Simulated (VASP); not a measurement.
Here is a VASP 6.6.1 calculation.

The input INCAR:

```
PREC = Accurate
ENCUT = 600
EDIFF = 1E-6
ISMEAR = 0
SIGMA = 0.05
LREAL = False
LASPH = True
NELM = 60
ALGO = Normal
ISIF = 3
LWAVE = False
LCHARG = False
METAGGA = R2SCAN
LMIXTAU = True
IBRION = 2
NSW = 40
EDIFFG = -0.005
```

KPOINTS

```
regular mesh
0
Gamma
  6 6 7
```

File POSCAR:

```
MgGe2
1.0
    2.9250618900     -3.0608845800      0.0000000000
    2.9250618900      3.0608845800      0.0000000000
    0.0000000000      0.0000000000      4.0956695000
Mg Ge
1 2
Direct
    0.5000000000      0.5000000000      0.5000000000
    0.5000000000      0.5000000000      0.0000000000
    0.0000000000      0.0000000000      0.0000000000
```

Potentials or basis: VASP PAW PBE potentials, release 64 (Mg, Ge_d).

Launch:

```bash
$ cat potpaw_PBE.64/Mg/POTCAR potpaw_PBE.64/Ge_d/POTCAR > POTCAR
$ mpirun -np 1 vasp_std > vasp.out
```

Q: What does it give for the space group after relaxing (to 0.05 Å)?

A: P4/mmm (No. 123).

Q: What does it give for the relaxed volume?

A: 23.21 Å³/atom.

Q: What does it give for the band gap on the k mesh?

A: None (metal or under the smearing width).

The path:
```
step  energy change (eV)  largest force (eV/Å)  pressure (GPa)  volume (Å³)
   1              0.0000                0.0000           14.03        73.34
   2             -2.3137                0.0000           -6.35        91.74
   3             -2.6517                0.0000           -5.19        84.22
   4             -2.9438                0.0000           -2.06        75.22
   5             -2.9877                0.0000           -0.94        72.25
   6             -3.0062                0.0000            2.80        66.50
   7             -3.0198                0.0000            0.08        69.63
   8             -3.0209                0.0000            1.66        67.66
   9             -3.0241                0.0000            0.87        68.64
  10             -3.0298                0.0000            0.40        69.14
  11             -3.0319                0.0000            0.53        68.96
  12             -3.0331                0.0000           -0.03        69.70
  13             -3.0331                0.0000           -0.04        69.63
  14             -3.0331                0.0000            0.17        69.60
  15             -3.0331                0.0000           -0.07        69.62
  16             -3.0331                0.0000            0.06        69.52
  17             -3.0331                0.0000            0.03        69.58
  18             -3.0331                0.0000           -0.04        69.59
  19             -3.0331                0.0000           -0.03        69.58
  20             -3.0331                0.0000            0.04        69.58
  21             -3.0331                0.0000           -0.02        69.64
```

Caveat: the PAW data sets were made with another functional, which shifts forces and pressure a little.
